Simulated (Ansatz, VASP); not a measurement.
This is a calculation of Cu for VASP 6.6.1.

INCAR

```
SYSTEM = Cu
PREC = Accurate ; ENCUT = 520
EDIFF = 1E-7 ; ISMEAR = -1
SIGMA = 0.05 ; LREAL = .False.
LASPH = .True. ; NELM = 80
ALGO = Normal ; ISIF = 2
LWAVE = .False. ; LCHARG = .True.
LELF = .True. ; LVHAR = .True.
NBANDS = 18
```

The input KPOINTS:

```
Automatic mesh
0
Gamma
  12 12 7
  0 0 0
```

POSCAR

```
Cu
1.0
    2.5674438712      0.0000000000      0.0000000000
   -1.2837219356      2.2234716153      0.0000000000
    0.0000000000      0.0000000000      4.1666899825
Cu
2
Direct
    0.6666666667      0.3333333333      0.7500000000
    0.3333333333      0.6666666667      0.2500000000
```

Potentials or basis: VASP PAW LDA potentials, release 64 (Cu).

The run is started by

```sh
$ cat potpaw_LDA.64/Cu/POTCAR > POTCAR
$ mpirun -np 1 vasp_std > vasp.out
```

Q: Translate it to Ansatz 0.2.0. Potentials there: all-electron LAPW, scalar-relativistic.

A: As run (the cutoff follows the program's own potentials):

Contents of input.yaml:

```yaml
crystal:
  lattice:
    - [2.5674438712, 0.0, 0.0]
    - [-1.2837219356, 2.2234716153, 0.0]
    - [0.0, 0.0, 4.1666899825]
  atoms:
    - { symbol: Cu, position: [0.6666666667, 0.3333333333, 0.75] }
    - { symbol: Cu, position: [0.3333333333, 0.6666666667, 0.25] }
kpoints:
  mp_grid: { grid: [12, 12, 7] }
scf:
  occupations: { method: fermi_dirac, width: 0.05 }
hamiltonian:
  xc: lda
  pseudopotentials: { kind: all_electron, lapw: { basis_error: 0.001 } }
output:
  forces: true
  stress: true
  eigenvalues: true
```

Potentials or basis: all-electron LAPW, scalar-relativistic.

Run with:

```bash
$ ansatz run input.yaml --threads 1 --pin off --max-ram 3072MiB --backend cpu --events-out ev --progress --plain --runs-dir out
```

Both were run:

|  | VASP | Ansatz | Ansatz less VASP |
| --- | --- | --- | --- |
| gap on the k mesh at the Fermi level (eV) | none | none | - |
| pressure (GPa) | -12.2 | -13.0 | -0.86 |
| largest component of the traceless stress (GPa) | 0.12 | 0.03 | -0.085 |

A gap of «none» marks a metal or a gap that the smearing closes. Ansatz ran all-electron here, so the differences hold the error of VASP's frozen core and of both bases.
